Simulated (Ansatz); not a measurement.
Runs of Ansatz 0.2.0 on Pd. It takes space group Fm-3m (No. 225, cubic). The conventional cell has a = 3.893 Å, b = 3.893 Å, c = 3.893 Å, α = 90.00°, β = 90.00°, γ = 90.00°. Around Pd (site symmetry m-3m) lie 12 Pd at 2.75 Å. 

```csv
task,level,spin,cell,k mesh,smearing,points for each segment of the path,atoms under strain,mesh quality,gap on the mesh (eV),pressure (GPa),relaxed volume (Å³/atom)
band structure,HSE03,off,as given,6 × 6 × 6,fermi-dirac 0.05 eV,4,-,coarse,none,1.4,-
elastic constants,LDA,off,as given,9 × 9 × 9,fermi-dirac 0.05 eV,-,clamped,not flagged,none,(a),-
elastic constants,PBE,off,as given,9 × 9 × 9,fermi-dirac 0.05 eV,-,relaxed,not flagged,none,6.8,-
single point,PBE,off,as given,12 × 12 × 12,gaussian 0.027 eV,-,-,not flagged,none,6.9,-
band structure,HSE06,off,as given,6 × 6 × 6,fermi-dirac 0.05 eV,4,-,coarse,none,(b),-
relaxation of cell and atoms,HSE06,off,relaxed,6 × 6 × 6,fermi-dirac 0.05 eV,-,-,coarse,none,0.0,14.83
relaxation of cell and atoms,BLYP+D4,off,relaxed,12 × 12 × 12,fermi-dirac 0.05 eV,-,-,not flagged,-,0.0,15.38
single point,PBE,off,as given,12 × 12 × 12,gaussian 0.028 eV,-,-,not flagged,none,6.9,-
single point,HSE06,"SOC, no magnetisation",as given,5 × 5 × 5,fermi-dirac 0.05 eV,-,-,coarse,none,7.3,-
```

Alike in all rows: potentials or basis Ansatz PAW; cutoff (eV) 420.

Q: Estimate the missing entries.

A: (a) -8.8; (b) 0.9.

Caveats: some runs use coarse meshes; the PAW data sets come from PBE, with cores solved anew for the run's functional, which leaves a small shift of forces and pressure (some runs); the thresholds are loose for stress (some runs); the cell is more than 3 GPa from zero pressure, which shifts response properties (some runs); elastic constants of metals need much finer meshes, so these are rough (some runs); the plane-wave basis is chosen anew once the cell has moved, so the energies of steps on either side of that aren't comparable (some runs).

A k mesh can miss the band edges, and rows without SOC leave out spin-orbit coupling on Pd.

A gap of «none» marks a metal or a gap under the smearing width.
